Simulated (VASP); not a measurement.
Input of a VASP 6.6.1 run:

Contents of INCAR:

```
SYSTEM = BN
PREC = Accurate
ENCUT = 600
EDIFF = 1E-6
ISMEAR = 0
SIGMA = 0.02
LREAL = .FALSE.
LASPH = .TRUE.
NELM = 120
ALGO = Normal
ISIF = 2
LWAVE = .FALSE.
LCHARG = .FALSE.
GGA = PE
IVDW = 12
NBANDS = 11
GGA_COMPAT = .FALSE.
```

The input KPOINTS:

```
regular mesh
0
G
  12 12 12
  0 0 0
```

Contents of POSCAR:

```
BN
1.0
    0.0000000000      1.8032538466      1.8032538466
    1.8032538466      0.0000000000      1.8032538466
    1.8032538466      1.8032538466      0.0000000000
B N
1 1
Direct
    0.0000000000      0.0000000000      0.0000000000
    0.2500000000      0.2500000000      0.2500000000
```

Potentials or basis: VASP PAW PBE potentials, release 64 (B, N).

Run with:

```bash
$ cat potpaw_PBE.64/B/POTCAR potpaw_PBE.64/N/POTCAR > POTCAR
$ mpirun -np 1 vasp_std > vasp.out
```

(1) Predict the pressure.

(2) Predict the dispersion energy per atom.

## Answers

(1) 0.0 GPa.

(2) -0.211 eV.

**Experimental background.**

From a printed reference work, monograph, for a bulk crystal of BN at 300 K: band gap 6.4 eV (indirect).

Measured gap of BN: 6.4 eV (indirect; 300 K; a printed reference work, monograph). This calculation gives 4.47 eV (-1.93 eV). The value is that of PBE+D3(BJ) on a finite k mesh, which can miss the band edges, without temperature or zero-point motion. Semilocal functionals fall short of measured gaps as a rule.
